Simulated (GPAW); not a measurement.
# CuO (Cc) in GPAW: reference runs

Reference runs on CuO: the cell as given.

All numbers are computed with GPAW 26.7.0; they aren't measurements. Logs are shortened: lines on timing, memory, paths and dates and some standing lists are left out, and cuts for length are marked. The log counts tension as positive stress, the text compression.

### 1 The crystal as given

It takes space group Cc (No. 9, monoclinic). Conventional cell: a = 4.689 Å, b = 3.427 Å, c = 5.132 Å, α = 90.00°, β = 99.65°, γ = 90.00°. Cu (site symmetry 1) has 4 O at 1.91 to 2.02 Å as nearest neighbours. O (site symmetry 1) is surrounded by 4 Cu at 1.91 to 2.02 Å.

### 2 Single point, PBE

File run.py:

```python
from ase import Atoms
from ase.dft.bandgap import bandgap
from ase.io import write
from ase.units import GPa
from gpaw import GPAW, PW

atoms = Atoms(['Cu', 'Cu', 'O', 'O'],
              cell=[[2.34464976, -1.71339982, 0.0],
                    [2.34464976, 1.71339982, 0.0],
                    [-0.86054991, 0.0, 5.05943948]],
              scaled_positions=[[0.0032, 0.4968, 0.0],
                                [0.4968, 0.0032, 0.5],
                                [0.5714, 0.4056, 0.2537],
                                [0.4056, 0.5714, 0.7537]],
              pbc=True)

calc = GPAW(mode=PW(800),
            xc='PBE',
            kpts={'size': (10, 10, 5), 'gamma': True},
            occupations={'name': 'fermi-dirac', 'width': 0.05},
            nbands=33,
            convergence={'density': 1e-05, 'energy': 1e-05},
            maxiter=150,
            txt='gpaw.txt')
atoms.calc = calc
energy = atoms.get_potential_energy()
forces = atoms.get_forces()
stress = atoms.get_stress()
calc.write('gs.gpw')
write('result.traj', atoms)
print(f'Energy: {energy:.6f} eV')
print('Forces (eV/A):')
print(forces.round(4))
print('Stress (GPa):', (stress / GPa).round(3))
print('Fermi level:', round(calc.get_fermi_level(), 4), 'eV')
print(f'Gap: {bandgap(calc)[0]:.4f} eV, direct: {bandgap(calc, direct=True)[0]:.4f} eV')
```

Potentials or basis: GPAW PAW data sets (gpaw-data 1.2.1), pw.

On the command line:

```sh
$ OMP_NUM_THREADS=1 python run.py
```

gpaw.txt:

```text
__  _  _
 | _ |_)|_||  |
 |__||  | ||/\| - 26.7.0

Input parameters:
  mode=PW(ecut=800.0),
  convergence={'density': 1e-05, 'energy': 1e-05},
  kpts=MonkhorstPack(size=(10, 10, 5), gamma=True),
  maxiter=150,
  nbands=33,
  occupations=Occupations(name='fermi-dirac', width=0.05),
  xc=XC(name='PBE')

Diagonalizing LCAO Hamiltonian
Converting LCAO to pw mode

          O

       Cu
          O
         Cu

Atoms  # Å, Bohr magnetons
|   | symbol |        x |         y |        z |    initial magnetic moments |
|---|--------|----------|-----------|----------|-----------------------------|
| 0 |     Cu | 1.172325 |  0.845734 | 0.000000 | ( 0.0000,  0.0000,  0.0000) |
| 1 |     Cu | 0.742050 | -0.845734 | 2.529720 | ( 0.0000,  0.0000,  0.0000) |
| 2 |      O | 2.072401 | -0.284082 | 1.283580 | ( 0.0000,  0.0000,  0.0000) |
| 3 |      O | 1.642126 |  0.284082 | 3.813300 | ( 0.0000,  0.0000,  0.0000) |

Unit cell  # Å
| periodic |         x |         y |        z |  lengths |    angles |
|----------|-----------|-----------|----------|----------|-----------|
|      yes |  2.344650 | -1.713400 | 0.000000 | 2.903984 | 97.780775 |
|      yes |  2.344650 |  1.713400 | 0.000000 | 2.903984 | 97.780775 |
|      yes | -0.860550 |  0.000000 | 5.059439 | 5.132102 | 72.316432 |

Number of symmetries: 1
Symmetry operations  # r_c * U_cc + t_c -> r_c
|   | kind |            matrix            |
|---|------|------------------------------|
| 0 |  E   |  1, 0, 0,  0, 1, 0,  0, 0, 1 |

BZ-sampling:
  Number of BZ points: 500
  Number of IBZ points: 252

  Monkhorst-Pack size: [10, 10, 5]
  Monkhorst-Pack shift: [0.05, 0.05, 0.0]

K-points  # in reciprocal-cell coordinates
|     |                                coordinates |     weight |
|-----|--------------------------------------------|------------|
|   0 | (  0.00000000,   0.00000000,   0.00000000) | 0.00200000 |
|   1 | (  0.00000000,   0.00000000,   0.20000000) | 0.00400000 |
|   2 | (  0.00000000,   0.00000000,   0.40000000) | 0.00400000 |
|   3 | (  0.00000000,   0.10000000,  -0.40000000) | 0.00400000 |
|   4 | (  0.00000000,   0.10000000,  -0.20000000) | 0.00400000 |
|   5 | (  0.00000000,   0.10000000,   0.00000000) | 0.00400000 |
|   6 | (  0.00000000,   0.10000000,   0.20000000) | 0.00400000 |
|   7 | (  0.00000000,   0.10000000,   0.40000000) | 0.00400000 |
|   8 | (  0.00000000,   0.20000000,  -0.40000000) | 0.00400000 |
|   9 | (  0.00000000,   0.20000000,  -0.20000000) | 0.00400000 |
| ... |                                            |            |
| 251 | (  0.50000000,   0.50000000,   0.40000000) | 0.00400000 |

Plane wave coefficients: 2104
Cutoff: 800.0 eV

Spin-components: 1 (collinear spins)
Bands:           33
Projectors:      22
Spin-degeneracy: 2
Datatype:        complex128

Parallelization:
  kpt:    1
  domain: 1
  band:   1

Density:
  Valence electrons: 34.0
  Components: 1
  Grid points: [20 20 35]
  Charge: 0.0  # |e|

Potential:
  Grid points: [20 20 35]

species:
  Cu:
    name:    Copper
    Z:       29.0
    valence: 11
    core:    18
    charge:  0.0  # [|e|]
    compensation charges:
      type: gauss
      rc: 0.33  # [Å]
      lmax: 2
    cutoffs:
      filter: 2.06  # [Å]
      core: 2.43  # [Å]
    projectors
    | kind |    occ | energy [eV] | rcut [Å] |
    |------|--------|-------------|----------|
    |   4s |  1.000 |      -4.609 |    1.164 |
    |   4p |  0.000 |      -0.698 |    1.164 |
    |   3d | 10.000 |      -5.039 |    1.058 |
    |    s |        |      22.603 |    1.164 |
    |    p |        |      26.513 |    1.164 |
    |    d |        |      22.172 |    1.058 |

    Using partial waves for Cu as LCAO basis

  O:
    name:    Oxygen
    Z:       8.0
    valence: 6
    core:    2
    charge:  0.0  # [|e|]
    compensation charges:
      type: gauss
      rc: 0.21  # [Å]
      lmax: 2
    cutoffs:
      filter: 1.17  # [Å]
      core: 0.83  # [Å]
    projectors
    | kind |    occ | energy [eV] | rcut [Å] |
    |------|--------|-------------|----------|
    |   2s |  2.000 |     -23.961 |    0.688 |
    |   2p |  4.000 |      -9.029 |    0.598 |
    |    s |        |       3.251 |    0.688 |
    |    p |        |      18.182 |    0.598 |
    |    d |        |       0.000 |    0.619 |

    Using partial waves for O as LCAO basis

Reference energy: -94124.608285  # eV

eigensolver:
  PPCG
  Converge bands: occupied
  niter=2

density mixing:
  MSR1-Mixer
  Pratt-step length: 0.05
  Maximum mixing coefficient: 0.75
  Old densities: 10
  SVD Regularization: 0.005
  Good broyden scale: 1.0
  Trust region scale: 1.0
  Backstep threshold: 4.0
  History deletion threshold: 6.0
  Fourier metric: weight=20.0, sigma=0.015

occupation numbers:
  Fermi-Dirac:
    width: 0.0500  # eV

poisson solver:
  ecut: 6400.0  # eV

xc functional:
  name: PBE with 2 nearest neighbor stencil

convergence criteria:
[... 6 lines left out ...]
|iter     | |      energy | eigst |  dens |
|---------|-|-------------|-------|-------|
|iter:   1| |  -25.839161 | +0.20 |       |
|iter:   2| |  -23.333874 | -1.82 | -0.89 |
|iter:   3| |  -19.833263 | -1.20 | -0.98 |
|iter:   4| |  -19.785026 | -3.32 | -1.59 |
|iter:   5| |  -19.987042 | -2.73 | -1.74 |
|iter:   6| |  -19.752338 | -2.90 | -1.52 |
|iter:   7| |  -19.748872 | -3.65 | -2.39 |
|iter:   8| |  -19.748726 | -5.26 | -2.81 |
|iter:   9| |  -19.748754c| -5.71 | -3.19 |
|iter:  10| |  -19.748739c| -6.18 | -3.49 |
|iter:  11| |  -19.748737c| -6.90 | -3.82 |
|iter:  12| |  -19.748736c| -7.48c| -4.44 |
|iter:  13| |  -19.748736c| -7.89c| -4.92 |
|iter:  14| |  -19.748736c| -8.73c| -5.51c|

Converged in 14 steps
Energy contributions relative to reference atoms: (reference = -94124.608285)

Energy contributions:
  Kinetic:           2.223137
  Coulomb:          -7.467842
  Zero:              0.628562
  External:          0.000000
  Xc:              -15.123048
  Entropy:          -0.019090
  Spinorbit:         0.000000
  ----------------------------
  Free energy:     -19.758281
  Extrapolated:    -19.748736

dipole moment: (-8.228526, 0.000000, -10.968199)  # |e|*Ang

Fermi level: 6.502
Eigenvalues  # (at kpt = [0.000, 0.000, 0.000])
| band index |      eig [eV] | occ [0-2] |
|------------|---------------|-----------|
|          0 |       -13.395 |     2.000 |
|        ... |               |           |
|          8 |         3.456 |     2.000 |
|          9 |         3.744 |     2.000 |
|         10 |         3.832 |     2.000 |
|         11 |         3.979 |     2.000 |
|         12 |         4.184 |     2.000 |
|         13 |         4.282 |     2.000 |
|         14 |         4.366 |     2.000 |
|         15 |         4.846 |     2.000 |
|         16 |         6.715 |     0.028 |
|         17 |         7.422 |     0.000 |
|         18 |         8.211 |     0.000 |
|         19 |        12.547 |     0.000 |
|         20 |        14.650 |     0.000 |
|         21 |        19.855 |     0.000 |
|         22 |        22.155 |     0.000 |
|         23 |        22.919 |     0.000 |
|        ... |               |           |
|         32 |        30.167 |     0.000 |

No gap
No difference between direct/indirect transitions

Forces  # eV/Ang
|        x |        y |        z |
|----------|----------|----------|
| -0.69206 |  0.39085 |  0.27125 |  # Cu   0
| -0.69206 | -0.39085 |  0.27123 |  # Cu   1
|  0.69198 |  0.22415 | -0.27109 |  # O    2
|  0.69198 | -0.22415 | -0.27129 |  # O    3

Stress tensor  # eV/Ang^3
|         x |         y |         z |
|-----------|-----------|-----------|
| -0.049722 |  0.000000 |  0.013914 |
|  0.000000 | -0.049100 |  0.000000 |
|  0.013914 |  0.000000 | -0.048592 |

# Writing to gs.gpw (mode='')
```

Wall time 6.4 min (1 thread of Arm Neoverse V1, shared host); peak memory 0.55 GiB.

Results:

- Free energy: -19.7583 eV
- Pressure: 7.9 GPa
- Largest force: 0.840 eV/Å
- Band gap on the k mesh: none (metal or under the smearing width)

Forces in eV/Å, atoms in the order of the input:
```
Cu  -0.692  0.391  0.271
Cu  -0.692 -0.391  0.271
O    0.692  0.224 -0.271
O    0.692 -0.224 -0.271
```

Caveat: with this Cu data set, volumes or pressures lay over 1.5 % or 2 GPa off other programs in two to four cells of ten; the run has no spin polarisation, though such a crystal can be magnetic; semilocal functionals often make such compounds metallic where correlation or magnetic order opens a gap, which also shifts bond lengths.
